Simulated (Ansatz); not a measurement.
**What a trial cell of TiB3 relaxes into**

The calculation used DFT PBE, scalar-relativistic, plane waves, PAW in Ansatz. Cutoff 420 eV, Γ-centred k mesh, Gaussian smearing, no spin polarisation in the final step.

A relaxed cell is given with its space group left out.

```
Ti B
1.0
     3.73418    0.00000    0.00000
    -1.86709    3.23389    0.00000
     0.00000    0.00000    4.33587
Ti B
1 3
Cartesian
  0.0000 0.0000 0.0000
  0.0000 0.0000 2.1679
  0.0000 2.1559 0.0000
  1.8671 1.0780 0.0000
```

Energies over the elements count from the elements' standard structures at the same level, with no empirical corrections.

Problem. What space group does it have?

Solution. P6/mmm (No. 191). Conventional cell: a = 3.734 Å, c = 4.336 Å. Ti has 8 B at 2.16–2.17 Å; around B on Wyckoff site b (1 atom of the primitive cell) lie 2 Ti at 2.17 Å; around B on Wyckoff site c (2 atoms of the primitive cell) lie 3 Ti at 2.16 Å and 3 B at 2.16 Å.

Problem. What is its formation energy per atom?

Solution. 1.50 eV/atom.

Problem. Is it a metal?

Solution. Yes, bands cross the Fermi level on the 12×12×10 mesh.

The final run used a 12×12×10 mesh on its 4-atom cell and 0.10 eV smearing. For metals, differences of a few meV/atom aren't resolved. The cell came from a trial start, so TiB3 may not exist in this structure.

Cost: 3 runs of about 0.66 core-minutes in all, on Arm Neoverse V2 (shared hosts).